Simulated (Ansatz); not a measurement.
Field gradients at the nuclei in Si3N4

The cell is a structure deposited in the COD, ions relaxed with PBE at fixed cell.

```cif
data_Si3N4
_symmetry_space_group_name_H-M 'I-43d'
_symmetry_Int_Tables_number 220
_cell_length_a 6.4747
_cell_length_b 6.4747
_cell_length_c 6.4747
_cell_angle_alpha 90.000
_cell_angle_beta 90.000
_cell_angle_gamma 90.000
loop_
_atom_site_label
_atom_site_type_symbol
_atom_site_symmetry_multiplicity
_atom_site_Wyckoff_symbol
_atom_site_fract_x
_atom_site_fract_y
_atom_site_fract_z
Si Si 12 b 0.3750 0.5000 0.7500
N N 16 c 0.2814 0.2814 0.2814
```

One atom of each set is listed; the run and its k-mesh use a cell of 14 atoms with edges of 5.61, 5.61, 5.61 Å.

Computed with Ansatz: DFT, PBEsol, plane waves and PAW, scalar-relativistic, 420 eV cutoff, Γ-centred 6×6×6 k-points, Fermi–Dirac smearing 0.02 eV.

C_Q = eQV_zz/h, which is 24.18 MHz for Q = 1 b and V_zz = 10²¹ V/m²; η = (V_xx − V_yy)/V_zz.

N-14: I = 1, Q = 20.44 mb. Quadrupole moments are those of Pyykkö's year-2017 table.

```json
{"site": "Si", "atoms": "6", "first shell": "4 N at 1.75 Å", "V_xx, V_yy, V_zz (10²¹ V/m²)": "0.053, 0.053, -0.11", "η": "0.00", "C_Q (MHz)": "–"}
{"site": "N", "atoms": "8", "first shell": "3 Si at 1.75 Å", "V_xx, V_yy, V_zz (10²¹ V/m²)": "2.78, 2.78, -5.55", "η": "0.00", "C_Q (MHz)": "-2.74"}
```

An axis of threefold or higher order runs through Si and N, so V_zz lies along it and η is zero.

Si has no stable isotope with a ground-state quadrupole moment in the table, so no C_Q is given.
